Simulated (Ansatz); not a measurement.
We consider α-quartz-type GeO2 (metastable phase), described by RPBE (PAW; Ansatz, a quantum-chemistry and plane-wave program).

Settings: plane-wave cutoff 520 eV, 12×12×6 k mesh (along the axes of the cell as run), Fermi–Dirac smearing 0.01 eV, scalar-relativistic PAW data made under PBE.

The cell is scaled about its equilibrium volume:

Shape and atoms are relaxed at each volume.

```csv
V (Å³/atom),P (GPa),direct gap at Γ (eV),smallest gap on the k mesh (eV),c (Å)
14.532,1.60,3.333,3.261,5.795
14.834,0.78,3.300,3.216,5.816
15.137,0.00,3.261,3.166,5.839
15.440,-0.71,3.219,3.113,5.863
15.743,-1.38,3.172,3.055,5.886
```

The fundamental gap (3.17 eV at the equilibrium volume, with added k points) lies elsewhere than Γ–Γ.

Note: the cell is over a tenth larger than the published one: the level's own overestimate first of all, though another phase or state, or a fault of the published cell, is possible; the bulk modulus comes from volumes at which shape and atoms were relaxed.

Spin–orbit coupling is not included.
